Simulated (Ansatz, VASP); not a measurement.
Si: VASP beside Ansatz

```
Si
1.0
     3.31424   -1.78312    0.00000
     3.31424    1.78312    0.00000
    -0.22398    0.00000    4.26466
Si
3
Cartesian
  5.1078 0.0000 2.9335
  1.2967 0.0000 1.3312
  3.3142 0.0000 0.0000
```

Alike in both runs: task relaxation of cell and atoms; functional PBE; k mesh 14 × 14 × 12; occupations gaussian, width 0.1 eV; no spin polarisation.

|  | VASP | Ansatz |
| --- | --- | --- |
| version | VASP 6.6.1 | Ansatz 0.2.0 |
| potentials or method | VASP PAW PBE potentials, release 64 (Si) | scalar-relativistic, plane waves, PAW |
| plane-wave cutoff (eV) | 600 | 420 |
| valence electrons in the cell | 12 | 12 |

Ansatz gave:

| Item | Value |
| --- | --- |
| gap on the k mesh at the Fermi level, each at its own relaxed structure (eV) | none |
| relaxed volume (Å³/atom) | 16.82 |
| relaxed cell length with the largest relative difference (Å) | 4.289 |

Task: What did VASP give for the same quantities?

Result: gap on the k mesh at the Fermi level, each at its own relaxed structure (eV): none; relaxed volume (Å³/atom): 16.81; relaxed cell length with the largest relative difference (Å): 4.283.

A gap of «none» marks a metal or a gap that the smearing closes.
